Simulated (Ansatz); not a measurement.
**4 guesses for SiC and where they end**

All numbers below come from Ansatz 0.2.0, DFT PBE, scalar-relativistic, plane waves, PAW. All cells share a 420 eV cutoff and Γ-centred k meshes spaced at most about 0.3 Å⁻¹ (about 0.25 or finer for metals, 2π included). No spin polarisation in the final relaxations.

Each guess was relaxed in cell and atoms at zero pressure, within the symmetry of its start. Temperature and zero-point effects are left out. Coordination counts C atoms around Si (those within 1.25 times the shortest such distance or 1.15 times the sum of covalent radii).

```
guess                                  made from  start group  V start (Å³/atom)          end group  V end (Å³/atom)  coordination at the end  gap on mesh (eV)  E over the lowest end (meV/atom)
    1  4-connected net, two elements alternating         Pmma                7.8  Fm-3m (rock salt)              8.3                     Si 6                 0                               735
    2  4-connected net, two elements alternating         P4_3               10.3                  ?                ?                        ?                 ?                                 ?
    3                   database cell, distorted       Cmc2_1               10.3  P6_3mc (wurtzite)             10.5                     Si 4              2.31                                 0
    4  4-connected net, two elements alternating       P3_221                8.9             P3_221             10.4                     Si 4              1.21                               362
```

Guess 2 as it starts:

```cif
data_structure
_symmetry_space_group_name_H-M 'P 1'
_symmetry_Int_Tables_number 1
_cell_length_a 5.3655
_cell_length_b 5.3655
_cell_length_c 2.8690
_cell_angle_alpha 90.000
_cell_angle_beta 90.000
_cell_angle_gamma 90.000
_cell_volume 82.60
loop_
_atom_site_label
_atom_site_type_symbol
_atom_site_fract_x
_atom_site_fract_y
_atom_site_fract_z
_atom_site_occupancy
Si1 Si 0.10322 0.32960 0.24165 1
Si2 Si 0.89678 0.67040 0.74165 1
Si3 Si 0.67040 0.10322 0.99165 1
Si4 Si 0.32960 0.89678 0.49165 1
C1 C 0.32960 0.10322 0.00835 1
C2 C 0.67040 0.89678 0.50835 1
C3 C 0.89678 0.32960 0.75835 1
C4 C 0.10322 0.67040 0.25835 1
```

**Question.** Predict the end of this guess and its energy over the lowest end.

**Answer.** It ends in space group P4_3 (No. 78), with a = 5.608 Å, c = 3.023 Å, 11.9 Å³/atom and a gap of 0.93 eV; its coordination is Si 4. It lies 0.59 eV/atom over the lowest end, above guess 4 and below guess 1. Counting C atoms around Si, this end and the lowest (guess 3) both have Si 4.

```
CELL_PARAMETERS angstrom
5.60774 0.00000 0.00000
0.00000 5.60774 0.00000
0.00000 0.00000 3.02266
ATOMIC_POSITIONS crystal
Si 0.09414 0.33399 0.23565
Si 0.90586 0.66601 0.73565
Si 0.66601 0.09414 0.98565
Si 0.33399 0.90586 0.48565
C 0.32797 0.12116 0.01435
C 0.67203 0.87884 0.51435
C 0.87884 0.32797 0.76435
C 0.12116 0.67203 0.26435
```

Formation energies are uncorrected and refer to the elements' standard structures at the same level.

**Question.** Is the lowest end bound against the elements?

**Answer.** Yes: its formation energy is −0.200 eV/atom. A negative formation energy is needed for stability but isn't enough: competing phases decide.

Kohn–Sham gaps at this level usually fall short of measured ones. The reference form of C is held partly by dispersion forces, which this level lacks. With atoms moved at random, P6_3mc, P3_221 and Fm-3m came back. Other cells relaxed within their symmetry can be saddle points. The part of the Crystallography Open Database at hand lists SiC in space groups No. 36, 156, 160, 186, 216; sharing a group (P6_3mc) doesn't make a cell the listed structure. Some types were kept out of the candidates beforehand, so the set may lack a known form.
